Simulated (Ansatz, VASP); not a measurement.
# One calculation of BaTiO3, two programs

```xyz
5
Lattice="2.8277 1.6326 2.3177 -2.8277 1.6326 2.3177 0.0000 -3.2651 2.3177" Properties=species:S:1:pos:R:3 pbc="T T T"
Ba    0.0000    0.0000    0.0000
Ti    0.0000    0.0000    3.5739
O     0.0000   -1.5996    4.5536
O    -1.3853    0.7998    4.5536
O     1.3853    0.7998    4.5536
```

Alike in both runs: task single point; functional PBE; k mesh 6 × 6 × 6; occupations gaussian, width 0.02 eV; no spin polarisation.

|  | VASP | Ansatz |
| --- | --- | --- |
| version | VASP 6.6.1 | Ansatz 0.2.0 |
| potentials or method | VASP PAW PBE potentials, release 64 (Ba_sv, Ti_sv, O) | scalar-relativistic, plane waves, PAW |
| plane-wave cutoff (eV) | 520 | 420 |
| valence electrons in the cell | 40 | 40 |

|  | VASP | Ansatz | Ansatz less VASP |
| --- | --- | --- | --- |
| gap on the k mesh at the Fermi level (eV) | 2.35 | 2.41 | +0.054 |
| least direct gap on the mesh (eV) | 2.74 | 2.75 | +0.014 |
| pressure (GPa) | 6.8 | 5.0 | -1.80 |
| largest component of the traceless stress (GPa) | 0.22 | 0.18 | -0.045 |
| rms of the force components (eV/Å) | 0.103 | 0.086 | -0.0175 |

Atom by atom the forces differ by 0.028 eV/Å (rms over components). The functional is the same, so the differences come from potentials, cutoffs and numerics.

Caveats: spin-orbit coupling is left out, which moves the levels of the heavy elements. A k mesh can miss the band edges. As with any semilocal functional, this PBE gap is likely too small.
